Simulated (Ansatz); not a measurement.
Structure optimisation: tellurium, fcc

The calculation used Ansatz, DFT, RPBE, plane waves (420 eV) with PAW, scalar-relativistic. (PAW data from PBE, frozen cores regenerated.)

k-point mesh 11×11×11, Fermi-Dirac smearing 0.1 eV, no spin polarisation. Cell and atoms relax.

Starting structure:

```xyz
1
Lattice="0.0000 2.4339 2.4339 2.4339 0.0000 2.4339 2.4339 2.4339 0.0000" Properties=species:S:1:pos:R:3 pbc="T T T"
Te    0.0000    0.0000    0.0000
```

The pressure at the start is 0.4 GPa. By how much does the volume change?

From 28.84 to 29.06 Å³ per atom, 0.8 %. The final cell has a = 4.881 Å.

How much energy does the relaxation gain?

0.2 meV per atom.

Path of the relaxation (the plane waves are chosen anew near the end, which can shift the energy a little):

```json
{"step": "0", "E − E(final) (meV/atom)": "0.22", "V (Å³/atom)": "28.837", "P (GPa)": "0.35", "max force (eV/Å)": "0.000"}
{"step": "1", "E − E(final) (meV/atom)": "0.04", "V (Å³/atom)": "29.064", "P (GPa)": "-0.04", "max force (eV/Å)": "0.000"}
{"step": "2", "E − E(final) (meV/atom)": "0.00", "V (Å³/atom)": "29.064", "P (GPa)": "-0.04", "max force (eV/Å)": "0.000"}
```
